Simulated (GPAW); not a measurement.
# C in GPAW: notebook, part 2 of 2

GPAW 26.7.0. Earlier steps stand in the parts before.

**4. Single point, PBEsol (the (0 0 1) slab of C, cut from the database cell, not relaxed)**

Input file run.py:

```python
import numpy as np
from ase.dft.bandgap import bandgap
from ase.io import read, write
from gpaw import GPAW, PW, setup_paths

setup_paths.insert(0, '.')

atoms = read('C.xyz')
atoms.pbc = (True, True, False)

calc = GPAW(mode=PW(600),
            xc='PBEsol',
            kpts={'size': (12, 12, 1), 'gamma': True},
            occupations={'name': 'fermi-dirac', 'width': 0.05},
            nbands=18,
            convergence={'density': 1e-05, 'energy': 1e-05},
            maxiter=150,
            poissonsolver={'dipolelayer': 'xy'},
            txt='gpaw.txt')
atoms.calc = calc
energy = atoms.get_potential_energy()
forces = atoms.get_forces()
calc.write('gs.gpw')
write('result.traj', atoms)
print(f'Energy: {energy:.6f} eV')
print('Forces (eV/A):')
print(forces.round(4))
print('Fermi level:', round(calc.get_fermi_level(), 4), 'eV')
print(f'Gap: {bandgap(calc)[0]:.4f} eV, direct: {bandgap(calc, direct=True)[0]:.4f} eV')

v = calc.get_electrostatic_potential().mean(axis=(0, 1))
z = np.arange(len(v)) * atoms.cell[2, 2] / len(v)
ef = calc.get_fermi_level()
np.savetxt('planar.dat', np.c_[z, v], fmt='%.4f')
below, above = np.interp([1.5, atoms.cell[2, 2] - 1.5], z, v) - ef
print(f'Work functions: bottom {below:.4f} eV, top {above:.4f} eV')
print('Dipole moment:', *calc.get_dipole_moment().round(5), 'e A')
```

Input file C.xyz:

```xyz
4
Lattice="2.4561701622 -0.0000000000 0.0000000000 -1.2280850811 2.1271057565 0.0000000000 0.0000000000 0.0000000000 23.5238033600" Properties=species:S:1:pos:R:3 pbc="T T T"
C      0.0000000000      1.4180704901      7.5000000000
C      1.2280850811      0.7090352663      7.5000000000
C      0.0000000000      1.4180704901     16.0238033600
C      1.2280850811      0.7090352663     16.0238033600
```

Potentials or basis: PAW data sets generated in the run's folder for this functional, pw.

Run with:

```sh
$ gpaw-setup -f PBEsol C
$ OMP_NUM_THREADS=1 python run.py
```

gpaw.txt:

```text
__  _  _
 | _ |_)|_||  |
 |__||  | ||/\| - 26.7.0

Input parameters:
  mode=PW(ecut=600.0),
  convergence={'density': 1e-05, 'energy': 1e-05},
  kpts=MonkhorstPack(size=(12, 12, 1), gamma=True),
  maxiter=150,
  nbands=18,
  occupations=Occupations(name='fermi-dirac', width=0.05),
  poissonsolver=PoissonSolver(dipolelayer='xy'),
  xc=XC(name='PBEsol')

Diagonalizing LCAO Hamiltonian
Converting LCAO to pw mode

        C C

        C C

Atoms  # Å, Bohr magnetons
|   | symbol |        x |        y |         z |    initial magnetic moments |
|---|--------|----------|----------|-----------|-----------------------------|
| 0 |      C | 0.000000 | 1.418070 |  7.500000 | ( 0.0000,  0.0000,  0.0000) |
| 1 |      C | 1.228085 | 0.709035 |  7.500000 | ( 0.0000,  0.0000,  0.0000) |
| 2 |      C | 0.000000 | 1.418070 | 16.023803 | ( 0.0000,  0.0000,  0.0000) |
| 3 |      C | 1.228085 | 0.709035 | 16.023803 | ( 0.0000,  0.0000,  0.0000) |

Unit cell  # Å
| periodic |         x |         y |         z |   lengths |     angles |
|----------|-----------|-----------|-----------|-----------|------------|
|      yes |  2.456170 | -0.000000 |  0.000000 |  2.456170 |  90.000000 |
|      yes | -1.228085 |  2.127106 |  0.000000 |  2.456170 |  90.000000 |
|       no |  0.000000 |  0.000000 | 23.523803 | 23.523803 | 120.000000 |

Number of symmetries: 24
Symmetry operations  # r_c * U_cc + t_c -> r_c
|    | kind |            matrix            |
|----|------|------------------------------|
|  0 |  σ   |  1, 1, 0,  0,-1, 0,  0, 0, 1 |
|  1 |  C2  |  1, 1, 0,  0,-1, 0,  0, 0,-1 |
|  2 |  C6  |  1, 1, 0, -1, 0, 0,  0, 0, 1 |
|  3 |  S6  |  1, 1, 0, -1, 0, 0,  0, 0,-1 |
|  4 |  E   |  1, 0, 0,  0, 1, 0,  0, 0, 1 |
|  5 |  σ   |  1, 0, 0,  0, 1, 0,  0, 0,-1 |
|  6 |  σ   |  1, 0, 0, -1,-1, 0,  0, 0, 1 |
|  7 |  C2  |  1, 0, 0, -1,-1, 0,  0, 0,-1 |
|  8 |  σ   |  0, 1, 0,  1, 0, 0,  0, 0, 1 |
|  9 |  C2  |  0, 1, 0,  1, 0, 0,  0, 0,-1 |
| 10 |  C3  |  0, 1, 0, -1,-1, 0,  0, 0, 1 |
| 11 |  S3  |  0, 1, 0, -1,-1, 0,  0, 0,-1 |
| 12 |  C6  |  0,-1, 0,  1, 1, 0,  0, 0, 1 |
| 13 |  S6  |  0,-1, 0,  1, 1, 0,  0, 0,-1 |
| 14 |  σ   |  0,-1, 0, -1, 0, 0,  0, 0, 1 |
| 15 |  C2  |  0,-1, 0, -1, 0, 0,  0, 0,-1 |
| 16 |  σ   | -1, 0, 0,  1, 1, 0,  0, 0, 1 |
| 17 |  C2  | -1, 0, 0,  1, 1, 0,  0, 0,-1 |
| 18 |  C2  | -1, 0, 0,  0,-1, 0,  0, 0, 1 |
| 19 |  i   | -1, 0, 0,  0,-1, 0,  0, 0,-1 |
| 20 |  C3  | -1,-1, 0,  1, 0, 0,  0, 0, 1 |
| 21 |  S3  | -1,-1, 0,  1, 0, 0,  0, 0,-1 |
| 22 |  σ   | -1,-1, 0,  0, 1, 0,  0, 0, 1 |
| 23 |  C2  | -1,-1, 0,  0, 1, 0,  0, 0,-1 |

BZ-sampling:
  Number of BZ points: 144
  Number of IBZ points: 19

  Monkhorst-Pack size: [12, 12, 1]
  Monkhorst-Pack shift: [0.041666666666666664, 0.041666666666666664, 0.0]

K-points  # in reciprocal-cell coordinates
|     |                                coordinates |     weight |
|-----|--------------------------------------------|------------|
|   0 | ( -0.00000000,  -0.00000000,   0.00000000) | 0.00694444 |
|   1 | (  0.08333333,  -0.00000000,   0.00000000) | 0.04166667 |
|   2 | (  0.16666667,  -0.08333333,   0.00000000) | 0.04166667 |
|   3 | (  0.16666667,  -0.00000000,   0.00000000) | 0.04166667 |
|   4 | (  0.25000000,  -0.08333333,   0.00000000) | 0.08333333 |
|   5 | (  0.25000000,  -0.00000000,   0.00000000) | 0.04166667 |
|   6 | (  0.33333333,  -0.16666667,   0.00000000) | 0.04166667 |
|   7 | (  0.33333333,  -0.08333333,   0.00000000) | 0.08333333 |
|   8 | (  0.33333333,  -0.00000000,   0.00000000) | 0.04166667 |
|   9 | (  0.33333333,   0.33333333,   0.00000000) | 0.01388889 |
| ... |                                            |            |
|  18 | (  0.50000000,   0.50000000,   0.00000000) | 0.02083333 |

Plane wave coefficients: 4161
Cutoff: 600.0 eV

Spin-components: 1 (collinear spins)
Bands:           18
Projectors:      20
Spin-degeneracy: 2
Datatype:        complex128

Parallelization:
  kpt:    1
  domain: 1
  band:   1

Density:
  Valence electrons: 16.0
  Components: 1
  Grid points: [ 14  14 135]
  Charge: 0.0  # |e|

Potential:
  Grid points: [ 14  14 135]

species:
  C:
    name:    Carbon
    Z:       6.0
    valence: 4
    core:    2
    charge:  0.0  # [|e|]
    compensation charges:
      type: gauss
      rc: 0.20  # [Å]
      lmax: 2
    cutoffs:
      filter: 1.14  # [Å]
      core: 1.14  # [Å]
    projectors
    | kind |    occ | energy [eV] | rcut [Å] |
    |------|--------|-------------|----------|
    |   2s |  2.000 |     -13.648 |    0.635 |
    |   2p |  2.000 |      -5.232 |    0.635 |
    |    s |        |      13.563 |    0.635 |
    |    p |        |      21.979 |    0.635 |
    |    d |        |       0.000 |    0.635 |

    Using partial waves for C as LCAO basis

Reference energy: -4091.847861  # eV

eigensolver:
  PPCG
  Converge bands: occupied
  niter=2

density mixing:
  MSR1-Mixer
  Pratt-step length: 0.05
  Maximum mixing coefficient: 0.75
  Old densities: 10
  SVD Regularization: 0.005
  Good broyden scale: 1.0
  Trust region scale: 1.0
  Backstep threshold: 4.0
  History deletion threshold: 6.0
  Fourier metric: weight=20.0, sigma=0.015

occupation numbers:
  Fermi-Dirac:
    width: 0.0500  # eV

<gpaw.new.pw.poisson.DipoleLayerPWPoissonSolver object>
xc functional:
  name: PBEsol with 2 nearest neighbor stencil

convergence criteria:
[... 6 lines left out ...]
|iter     | |      energy | eigst |  dens |
|---------|-|-------------|-------|-------|
|iter:   1| |  -40.670480 | +0.66 |       |
|iter:   2| |  -40.439304 | -0.87 | -0.75 |
|iter:   3| |  -38.521168 | -0.79 | -0.77 |
|iter:   4| |  -38.528836 | -2.29 | -1.58 |
|iter:   5| |  -38.533894 | -3.23 | -1.93 |
|iter:   6| |  -38.533925 | -4.55 | -3.07 |
|iter:   7| |  -38.533930c| -5.53 | -3.56 |
|iter:   8| |  -38.533929c| -6.52 | -3.92 |
|iter:   9| |  -38.533929c| -7.53c| -4.68 |
|iter:  10| |  -38.533929c| -8.14c| -5.25c|

Converged in 10 steps
Energy contributions relative to reference atoms: (reference = -4091.847861)

Energy contributions:
  Kinetic:          38.314875
  Coulomb:         -38.909387
  Zero:              0.069508
  External:          0.000000
  Xc:              -38.007000
  Entropy:          -0.003851
  Spinorbit:         0.000000
  ----------------------------
  Free energy:     -38.535855
  Extrapolated:    -38.533929

dipole moment: (0.000001, 0.000002, 0.000022)  # |e|*Ang

Fermi level: -1.295
Eigenvalues  # (at kpt = [-0.000, -0.000, 0.000])
| band index |      eig [eV] | occ [0-2] |
|------------|---------------|-----------|
|          0 |       -20.879 |     2.000 |
|          1 |       -20.879 |     2.000 |
|          2 |        -9.025 |     2.000 |
|          3 |        -9.025 |     2.000 |
|          4 |        -4.303 |     2.000 |
|          5 |        -4.303 |     2.000 |
[... 8 lines left out ...]
|         14 |         5.943 |     0.000 |
|         15 |         7.064 |     0.000 |
|        ... |               |           |
|         17 |         7.064 |     0.000 |

Gap: 0.000 eV
Transition (v -> c):
  (s=0, k=9, n=7, [0.33, 0.33, 0.00]) -> (s=0, k=9, n=8, [0.33, 0.33, 0.00])
No difference between direct/indirect transitions
vacuum-level: 3.004  # V
Workfunctions: 4.299, 4.299 eV (top, bottom)

Forces  # eV/Ang
|       x |       y |        z |
|---------|---------|----------|
| 0.00000 | 0.00000 | -0.00018 |  # C    0
| 0.00000 | 0.00000 | -0.00018 |  # C    1
| 0.00000 | 0.00000 |  0.00018 |  # C    2
| 0.00000 | 0.00000 |  0.00018 |  # C    3

# Writing to gs.gpw (mode='')
```

It took 23 s on 1 thread of Arm Neoverse V1, shared host; peak memory 0.19 GiB.

What came out:

* Free energy: -38.5359 eV
* Band gap on the k mesh: none (metal or under the smearing width)
* Dipole across the slab: 0.00 e·Å
* Work function of the upper face: 4.30 eV
* Work function of the lower face: 4.30 eV

Caveat: these data sets are soft for forces on short bonds.

**5. Single point, RPBE (the (0 0 1) slab of C, cut from the database cell, not relaxed)**

run.py: that of step 4 with these lines changed.

```diff
@@ -3,5 +3,3 @@
 from ase.io import read, write
-from gpaw import GPAW, PW, setup_paths
-
-setup_paths.insert(0, '.')
+from gpaw import GPAW, PW
 
@@ -11,3 +9,3 @@
 calc = GPAW(mode=PW(600),
-            xc='PBEsol',
+            xc='RPBE',
             kpts={'size': (12, 12, 1), 'gamma': True},
```

C.xyz is that of step 4.

Potentials or basis: the program's PAW data sets (release 1.2.1) made for this functional, pw.

Run with:

```sh
$ OMP_NUM_THREADS=1 python run.py
```

It took 22 s on 1 thread of Arm Neoverse V1, shared host; peak memory 0.19 GiB.

Results (log left out):

```yaml
Free_energy: -35.2308 eV
Band_gap_on_the_k_mesh: none (metal or under the smearing width)
Dipole_across_the_slab: 0.00 e·Å
Work_function_of_the_upper_face: 4.09 eV
Work_function_of_the_lower_face: 4.09 eV
```

Levels at points of the mesh, in eV from the Fermi level:
```csv
k point,band 6,band 7,band 8,band 9,band 10,band 11
"(0.00, 0.00, 0.00)",-3.04,-3.04,-3.04,2.91,3.25,3.66
"(0.50, 0.50, 0.00)",-6.46,-2.39,-2.39,1.71,1.71,7.46
```

Caveat: these data sets are soft for forces on short bonds.

**6. Single point, r2SCAN (the (0 0 1) slab of C, cut from the database cell, not relaxed)**

run.py: that of step 5 with these lines changed.

```diff
@@ -9,3 +9,3 @@
 calc = GPAW(mode=PW(600),
-            xc='RPBE',
+            xc='MGGA_X_R2SCAN+MGGA_C_R2SCAN',
             kpts={'size': (12, 12, 1), 'gamma': True},
```

C.xyz is that of step 5.

Potentials or basis: GPAW PAW data sets (gpaw-data 1.2.1), pw.

Run with:

```sh
$ OMP_NUM_THREADS=1 python run.py
```

gpaw.txt:

```text
__  _  _
 | _ |_)|_||  |
 |__||  | ||/\| - 26.7.0

Input parameters:
  mode=PW(ecut=600.0),
  convergence={'density': 1e-05, 'energy': 1e-05},
  kpts=MonkhorstPack(size=(12, 12, 1), gamma=True),
  maxiter=150,
  nbands=18,
  occupations=Occupations(name='fermi-dirac', width=0.05),
  poissonsolver=PoissonSolver(dipolelayer='xy'),
  xc=XC(name='MGGA_X_R2SCAN+MGGA_C_R2SCAN')

Diagonalizing LCAO Hamiltonian
Converting LCAO to pw mode

        C C

        C C

Atoms  # Å, Bohr magnetons
|   | symbol |        x |        y |         z |    initial magnetic moments |
|---|--------|----------|----------|-----------|-----------------------------|
| 0 |      C | 0.000000 | 1.418070 |  7.500000 | ( 0.0000,  0.0000,  0.0000) |
| 1 |      C | 1.228085 | 0.709035 |  7.500000 | ( 0.0000,  0.0000,  0.0000) |
| 2 |      C | 0.000000 | 1.418070 | 16.023803 | ( 0.0000,  0.0000,  0.0000) |
| 3 |      C | 1.228085 | 0.709035 | 16.023803 | ( 0.0000,  0.0000,  0.0000) |

Unit cell  # Å
| periodic |         x |         y |         z |   lengths |     angles |
|----------|-----------|-----------|-----------|-----------|------------|
|      yes |  2.456170 | -0.000000 |  0.000000 |  2.456170 |  90.000000 |
|      yes | -1.228085 |  2.127106 |  0.000000 |  2.456170 |  90.000000 |
|       no |  0.000000 |  0.000000 | 23.523803 | 23.523803 | 120.000000 |

Number of symmetries: 24
Symmetry operations  # r_c * U_cc + t_c -> r_c
|    | kind |            matrix            |
|----|------|------------------------------|
|  0 |  σ   |  1, 1, 0,  0,-1, 0,  0, 0, 1 |
|  1 |  C2  |  1, 1, 0,  0,-1, 0,  0, 0,-1 |
|  2 |  C6  |  1, 1, 0, -1, 0, 0,  0, 0, 1 |
|  3 |  S6  |  1, 1, 0, -1, 0, 0,  0, 0,-1 |
|  4 |  E   |  1, 0, 0,  0, 1, 0,  0, 0, 1 |
|  5 |  σ   |  1, 0, 0,  0, 1, 0,  0, 0,-1 |
|  6 |  σ   |  1, 0, 0, -1,-1, 0,  0, 0, 1 |
|  7 |  C2  |  1, 0, 0, -1,-1, 0,  0, 0,-1 |
|  8 |  σ   |  0, 1, 0,  1, 0, 0,  0, 0, 1 |
|  9 |  C2  |  0, 1, 0,  1, 0, 0,  0, 0,-1 |
| 10 |  C3  |  0, 1, 0, -1,-1, 0,  0, 0, 1 |
| 11 |  S3  |  0, 1, 0, -1,-1, 0,  0, 0,-1 |
| 12 |  C6  |  0,-1, 0,  1, 1, 0,  0, 0, 1 |
| 13 |  S6  |  0,-1, 0,  1, 1, 0,  0, 0,-1 |
| 14 |  σ   |  0,-1, 0, -1, 0, 0,  0, 0, 1 |
| 15 |  C2  |  0,-1, 0, -1, 0, 0,  0, 0,-1 |
| 16 |  σ   | -1, 0, 0,  1, 1, 0,  0, 0, 1 |
| 17 |  C2  | -1, 0, 0,  1, 1, 0,  0, 0,-1 |
| 18 |  C2  | -1, 0, 0,  0,-1, 0,  0, 0, 1 |
| 19 |  i   | -1, 0, 0,  0,-1, 0,  0, 0,-1 |
| 20 |  C3  | -1,-1, 0,  1, 0, 0,  0, 0, 1 |
| 21 |  S3  | -1,-1, 0,  1, 0, 0,  0, 0,-1 |
| 22 |  σ   | -1,-1, 0,  0, 1, 0,  0, 0, 1 |
[... 55 lines left out ...]
    compensation charges:
      type: gauss
      rc: 0.20  # [Å]
      lmax: 2
    cutoffs:
      filter: 1.14  # [Å]
      core: 1.14  # [Å]
    projectors
    | kind |    occ | energy [eV] | rcut [Å] |
    |------|--------|-------------|----------|
    |   2s |  2.000 |     -13.751 |    0.635 |
    |   2p |  2.000 |      -5.284 |    0.635 |
    |    s |        |      13.461 |    0.635 |
    |    p |        |      21.927 |    0.635 |
    |    d |        |       0.000 |    0.635 |

    Using partial waves for C as LCAO basis

Reference energy: -4110.512462  # eV

eigensolver:
  PPCG
  Converge bands: occupied
  niter=2

density mixing:
  MSR1-Mixer
  Pratt-step length: 0.05
  Maximum mixing coefficient: 0.75
  Old densities: 10
  SVD Regularization: 0.005
  Good broyden scale: 1.0
  Trust region scale: 1.0
  Backstep threshold: 4.0
  History deletion threshold: 6.0
  Fourier metric: weight=20.0, sigma=0.015

occupation numbers:
  Fermi-Dirac:
    width: 0.0500  # eV

<gpaw.new.pw.poisson.DipoleLayerPWPoissonSolver object>
xc functional:
  name: MGGA_X_R2SCAN+MGGA_C_R2SCAN with 2 nearest neighbor stencil

convergence criteria:
- Maximum integral of absolute [dens]ity change: 1e-05 electrons / valence electron
- Maximum [total energy] change in last 3 cyles: 1e-05 eV / valence electron
- Maximum integral of absolute [eigenst]ate change: 4e-08 eV^2 / valence electron
maximum number of iterations: 150

SCF iterations
|iter     | |      energy | eigst |  dens |
|---------|-|-------------|-------|-------|
|iter:   1| |  -44.833291 | +0.62 |       |
|iter:   2| |  -41.050539 | -0.67 | -0.78 |
|iter:   3| |  -40.021220 | -0.63 | -0.79 |
|iter:   4| |  -39.679804 | -1.53 | -1.17 |
|iter:   5| |  -39.693683 | -2.98 | -1.84 |
|iter:   6| |  -39.693484 | -4.10 | -2.70 |
|iter:   7| |  -39.693490 | -5.18 | -3.63 |
|iter:   8| |  -39.693491c| -6.38 | -3.89 |
|iter:   9| |  -39.693490c| -7.40 | -4.61 |
|iter:  10| |  -39.693490c| -8.28c| -5.48c|

Converged in 10 steps
Energy contributions relative to reference atoms: (reference = -4110.512462)

Energy contributions:
  Kinetic:          32.231064
  Coulomb:         -33.183171
  Zero:              0.041776
  External:          0.000000
  Xc:              -38.781233
  Entropy:          -0.003851
  Spinorbit:         0.000000
  ----------------------------
  Free energy:     -39.695416
  Extrapolated:    -39.693490

dipole moment: (0.000001, 0.000002, 0.000021)  # |e|*Ang

Fermi level: -1.267
Eigenvalues  # (at kpt = [-0.000, -0.000, 0.000])
| band index |      eig [eV] | occ [0-2] |
|------------|---------------|-----------|
|          0 |       -22.134 |     2.000 |
|          1 |       -22.134 |     2.000 |
|          2 |        -9.414 |     2.000 |
|          3 |        -9.414 |     2.000 |
|          4 |        -4.521 |     2.000 |
|          5 |        -4.521 |     2.000 |
[... 8 lines left out ...]
|         14 |         6.231 |     0.000 |
|         15 |         7.461 |     0.000 |
|        ... |               |           |
|         17 |         8.654 |     0.000 |

Gap: 0.000 eV
Transition (v -> c):
  (s=0, k=9, n=7, [0.33, 0.33, 0.00]) -> (s=0, k=9, n=8, [0.33, 0.33, 0.00])
No difference between direct/indirect transitions
vacuum-level: 3.004  # V
Workfunctions: 4.271, 4.271 eV (top, bottom)

Forces  # eV/Ang
|        x |        y |        z |
|----------|----------|----------|
|  0.00000 | -0.00000 | -0.00613 |  # C    0
| -0.00000 | -0.00000 | -0.00613 |  # C    1
|  0.00000 | -0.00000 |  0.00613 |  # C    2
|  0.00000 | -0.00000 |  0.00613 |  # C    3

# Writing to gs.gpw (mode='')
```

Run time: 64 s. Hardware: 1 thread of Arm Neoverse V1, shared host; peak memory 0.21 GiB.

What came out:

```
Free energy                     : -39.6954 eV
Largest force                   : 0.006 eV/Å
Band gap on the k mesh          : none (metal or under the smearing width)
Dipole across the slab          : 0.00 e·Å
Work function of the upper face : 4.27 eV
Work function of the lower face : 4.27 eV
```

Forces on the atoms (eV/Å):
```
C    0.000  0.000 -0.006
C    0.000  0.000 -0.006
C    0.000  0.000  0.006
C    0.000  0.000  0.006
```

Caveat: these data sets are soft for forces on short bonds; the PAW data sets were made with another functional, which shifts forces and pressure a little.

**7. The runs side by side**

```csv
level,potentials or basis,gap on the mesh (eV),work function (eV)
LDA,"the program's PAW data sets (release 1.2.1) made for this functional, pw",none,4.52
PBE,"GPAW PAW data sets (gpaw-data 1.2.1), pw",none,4.21
PBEsol,"PAW data sets generated in the run's folder for this functional, pw",none,4.30
RPBE,"the program's PAW data sets (release 1.2.1) made for this functional, pw",none,4.09
r2SCAN,"GPAW PAW data sets (gpaw-data 1.2.1), pw",none,4.27
```

Alike in all rows: task single point; no spin polarisation; cell the (0 0 1) slab of C, cut from the database cell, not relaxed; k mesh 12 × 12 × 1; cutoff (eV) 600; smearing fermi-dirac 0.05 eV.

Caveats: these data sets are soft for forces on short bonds; the PAW data sets were made with another functional, which shifts forces and pressure a little (some runs).

Absolute energies hang on the potentials; compare differences alone.
